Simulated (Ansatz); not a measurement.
**Structure types of Rb compared at 6.2 GPa**

Structure types of Rb are relaxed in primitive cells with their symmetry kept at 6.2 GPa, first on PAW files, then by LAPW. The enthalpy is E + pV at zero temperature, without zero-point motion. Only the types listed were tried, and differences under about 5 meV/atom are mesh noise. The real phase may be another.

Computed with Ansatz 0.2.0; functional PBE, scalar-relativistic. Settings: Fermi–Dirac smearing of 0.1 eV, no spin polarisation. Methods: LAPW: all electrons, basis error target 0.5 meV/atom; PAW: frozen-core files, cutoff 420 eV.

k meshes: fcc 12×12×12, bcc 12×12×12, hcp 11×11×6, simple hexagonal 11×11×11, beta tin 11×11×11, sc 11×11×11.

Q: Which type is lowest in enthalpy, and by how much?

A: hcp, 2 meV/atom below bcc, which is within the noise of the k meshes. The whole table:

| start type | ends as | a, b, c (Å) | V (Å³/atom) | H − H(lowest), LAPW (meV/atom) | same, PAW |
| --- | --- | --- | --- | --- | --- |
| fcc | fcc, Fm-3m | 5.691, 5.691, 5.691 | 46.07 | 3.8 | 3.8 |
| bcc | bcc, Im-3m | 4.528, 4.528, 4.528 | 46.43 | 2.4 | 2.4 |
| hcp | hcp, P6_3/mmc | 4.026, 4.026, 6.594 | 46.27 | 0.0 | 0.0 |
| simple hexagonal | simple hexagonal, P6/mmm | 3.855, 3.855, 3.576 | 46.03 | 93.0 | 93.0 |
| beta tin | beta tin, I4_1/amd | 7.005, 7.005, 3.808 | 46.72 | 102.8 | 102.8 |
| sc | sc, Pm-3m | 3.555, 3.555, 3.555 | 44.92 | 147.9 | 147.8 |
